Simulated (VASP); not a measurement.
A run of VASP 6.6.1:

File INCAR:

```
SYSTEM = NiO
ALGO = Normal
EDIFF = 1E-6
ENCUT = 520
GGA = CA
ISIF = 2
ISMEAR = 0
ISPIN = 2
LASPH = .True.
LCHARG = .False.
LDAU = .True.
LDAUJ = 0 0
LDAUL = 2 -1
LDAUPRINT = 1
LDAUTYPE = 2
LDAUU = 8 0
LMAXMIX = 4
LORBIT = 11
LREAL = .False.
LWAVE = .False.
MAGMOM = 0 0
NELM = 100
PREC = Accurate
SIGMA = 0.05
```

File KPOINTS:

```
k-points
0
Gamma
  8 8 8
  0 0 0
```

Contents of POSCAR:

```
NiO
1.0
    0.0000000000      2.0913095100      2.0913095100
    2.0913095100      0.0000000000      2.0913095100
    2.0913095100      2.0913095100      0.0000000000
Ni O
1 1
Direct
    0.0000000000      0.0000000000      0.0000000000
    0.5000000000      0.5000000000      0.5000000000
```

Potentials or basis: VASP PAW LDA potentials, release 64 (Ni, O).

Run with:

```bash
$ cat potpaw_LDA.64/Ni/POTCAR potpaw_LDA.64/O/POTCAR > POTCAR
$ mpirun -np 1 vasp_std > vasp.out
```

Hardware: 1 thread of Intel(R) Xeon(R) Platinum 8488C (Sapphire Rapids), with other jobs on the host.

How long does it take, and how much memory?

Run time: 9.3 s on 1 thread of Intel(R) Xeon(R) Platinum 8488C (Sapphire Rapids), on a shared host, peak memory 0.14 GiB. Counts: scf iterations 17, k points 29.
